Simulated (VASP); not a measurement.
NaF:

```
CELL_PARAMETERS angstrom
2.79349 0.00000 0.00000
0.00000 2.79349 0.00000
0.00000 0.00000 2.79349
ATOMIC_POSITIONS crystal
Na 0.00000 0.00000 0.00000
F 0.50000 0.50000 0.50000
```

The cell was built by a generator and needn't be a form met in nature.

Base run:

* Program: VASP 6.6.1
* Functional: PBE
* Potentials or basis: VASP PAW PBE potentials, release 64 (Na_pv, F)
* Cutoff: 520 eV
* k mesh: 6 × 6 × 6
* Occupations: gaussian, width 0.01 eV
* Spin: no spin polarisation

Its results: band gap on the k mesh 6.11 eV, indirect (least direct gap 6.45 eV); pressure 4.2 GPa.

Question: The run is repeated on the same cell with these changes: k mesh from 6 × 6 × 6 to 6 × 6 × 6, shifted. What comes out?

Answer: Band gap on the k mesh 6.97 eV, indirect (least direct gap 7.26 eV); pressure 4.2 GPa.

A k mesh can miss the band edges.
